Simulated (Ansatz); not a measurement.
# ZnO: the cost of one run

Computed with Ansatz 0.2.0 (DFT PBE, scalar-relativistic, plane waves, PAW, unless a step's input says otherwise).

## (1) The starting structure

The structure is cubic, space group I-43m (No. 217). Conventional cell: a = 5.534 Å, b = 5.534 Å, c = 5.534 Å, α = 90.00°, β = 90.00°, γ = 90.00°. Zn (site symmetry 3m) is surrounded by 4 O at 1.75 to 1.76 Å. O (site symmetry 3m) is surrounded by 4 Zn at 1.75 to 1.76 Å.

Coordinates:

```xyz
8
Lattice="-2.7672 2.7672 2.7672 2.7672 -2.7672 2.7672 2.7672 2.7672 -2.7672" Properties=species:S:1:pos:R:3 pbc="T T T"
Zn    0.8777    0.8777    0.8777
Zn    1.8894    1.8894   -1.8894
Zn    1.8894   -1.8894    1.8894
Zn   -1.8894    1.8894    1.8894
O     1.8894    1.8894    1.8894
O     0.8777    0.8777   -0.8777
O     0.8777   -0.8777    0.8777
O    -0.8777    0.8777    0.8777
```

Recipe of the guess: 4-connected net, two elements alternating (I-43m, No. 217). Its size is a rough estimate.

## (2) The guess as it stands, on a coarse mesh

input.yaml reads:

```yaml
crystal:
  lattice:
    - [-2.76719335, 2.76719335, 2.76719335]
    - [2.76719335, -2.76719335, 2.76719335]
    - [2.76719335, 2.76719335, -2.76719335]
  atoms:
    - { symbol: Zn, position: [0.31719804, 0.31719804, 0.31719804] }
    - { symbol: Zn, position: [0.0, 0.0, 0.68280196] }
    - { symbol: Zn, position: [0.0, 0.68280196, 0.0] }
    - { symbol: Zn, position: [0.68280196, 0.0, 0.0] }
    - { symbol: O, position: [0.68280196, 0.68280196, 0.68280196] }
    - { symbol: O, position: [0.0, 0.0, 0.31719804] }
    - { symbol: O, position: [0.0, 0.31719804, 0.0] }
    - { symbol: O, position: [0.31719804, 0.0, 0.0] }
basis:
  ecutwfc: 420
kpoints:
  mp_grid: { grid: [4, 4, 4] }
hamiltonian:
  xc: pbe
scf:
  occupations: { method: gaussian, width: 0.1 }
  lower_state_search: "off"
output:
  forces: true
  stress: true
  eigenvalues: true
```

The run is started by

```bash
> ansatz run input.yaml --threads 1 --pin off --max-ram 2560MiB --backend cpu --events-out ev --progress --plain --runs-dir out
```

**Question.** How long does this run take on 1 thread of Arm Neoverse V2, shared host, and how much memory does it need?

About 2.9 s, with a peak of 0.3 GiB.
